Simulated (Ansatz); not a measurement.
# Li2S: the cost of one run

Computed with Ansatz 0.2.0 (DFT PBE, scalar-relativistic, plane waves, PAW, unless a step's input says otherwise).

## (1) The structure to begin with

The structure is cubic, space group Fm-3m (No. 225). The conventional cell has a = 5.708 Å, b = 5.708 Å, c = 5.708 Å, α = 90.00°, β = 90.00°, γ = 90.00°. Li (site symmetry -43m) is surrounded by 4 S at 2.47 Å. S (site symmetry m-3m) is surrounded by 8 Li at 2.47 Å.

Structure file:

```
CELL_PARAMETERS angstrom
0.00000 2.85400 2.85400
2.85400 0.00000 2.85400
2.85400 2.85400 0.00000
ATOMIC_POSITIONS crystal
Li 0.25000 0.25000 0.25000
Li 0.75000 0.75000 0.75000
S 0.00000 0.00000 0.00000
```

The cell is taken as given, not relaxed at this level.

## (2) The reference cell

The reference gives a free energy of -1315.5063 eV, pressure -0.05 GPa, largest force 0.000 eV/Å and gap on the mesh 3.39 eV. It was computed beforehand with the settings of the runs below.

## (3) Setting up a strain scan

The cell is strained by ε times the Voigt pattern (0, 0, 0, 0, 1, 0) (xx, yy, zz, yz, xz, xy; engineering shear), with fractional coordinates fixed (clamped ions). The stress on the pattern is the sum of the stress components weighted by it, tension positive.

## (4) Point ε = -0.0200

input.yaml reads:

```yaml
crystal:
  lattice:
    - [-0.02854, 2.854, 2.854]
    - [2.82546, 0.0, 2.82546]
    - [2.854, 2.854, -0.02854]
  atoms:
    - { symbol: Li, position: [0.25, 0.25, 0.25] }
    - { symbol: Li, position: [0.75, 0.75, 0.75] }
    - { symbol: S, position: [0.0, 0.0, 0.0] }
basis:
  ecutwfc: 420
kpoints:
  mp_grid: { grid: [8, 8, 8] }
hamiltonian:
  xc: pbe
scf:
  occupations: { method: gaussian, width: 0.05 }
output:
  forces: true
  stress: true
  eigenvalues: true
```

Started as:

```
> ansatz run input.yaml --threads 1 --pin off --max-ram 2560MiB --backend cpu --events-out ev --progress --plain --runs-dir out
```

Q: Estimate wall time and peak memory on 1 thread of Arm Neoverse V2, shared host.

About 2 s, with a peak of 0.32 GiB.
